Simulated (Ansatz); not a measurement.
Input of an Ansatz 0.2.0 run:

File input.yaml:

```yaml
crystal:
  lattice:
    - [2.95, 0.0, 0.0]
    - [-1.475, 2.5547749412, 0.0]
    - [0.0, 0.0, 4.68]
  atoms:
    - { symbol: Ti, position: [0.6666666667, 0.3333333333, 0.75] }
    - { symbol: Ti, position: [0.3333333333, 0.6666666667, 0.25] }
hamiltonian:
  xc: pbesol
  pseudopotentials: { kind: paw }
  dispersion: d3bjatm
kpoints:
  mp_grid: { grid: [10, 10, 6] }
scf:
  occupations: { method: fermi_dirac, width: 0.05 }
output:
  forces: true
  stress: true
  eigenvalues: true
relax:
  f_tol: 0.01
  max_steps: 40
  cell: { stress_tol: 0.05 }
```

Potentials or basis: Ansatz PAW.

Launch:

```console
$ ansatz run input.yaml --threads 2 --pin off --max-ram 5632MiB --backend cpu --events-out ev --progress --plain --runs-dir out
```

**Question.** Predict the relaxed cell.

**Answer.** a = 2.864 Å, b = 2.864 Å, c = 4.518 Å, α = 90.00°, β = 90.00°, γ = 120.00°.

**Question.** Predict the band gap on the k mesh.

**Answer.** None (metal or under the smearing width).

**Question.** Estimate the space group after relaxing (to 0.05 Å).

**Answer.** P6_3/mmc (No. 194).

**Question.** Estimate the relaxed volume.

**Answer.** 16.05 Å³/atom.

Final structure:
```yaml
crystal:
  lattice:
    - [2.86394, 0.00000, 0.00000]
    - [-1.43197, 2.48024, 0.00000]
    - [0.00000, 0.00000, 4.51800]
  atoms:
    - { symbol: Ti, position: [0.66667, 0.33333, 0.75000] }
    - { symbol: Ti, position: [0.33333, 0.66667, 0.25000] }
```

Caveat: pairwise dispersion overbinds metals, which lowers pressure and volume; the PAW data sets come from PBE, with cores solved anew for the run's functional, which leaves a small shift of forces and pressure.
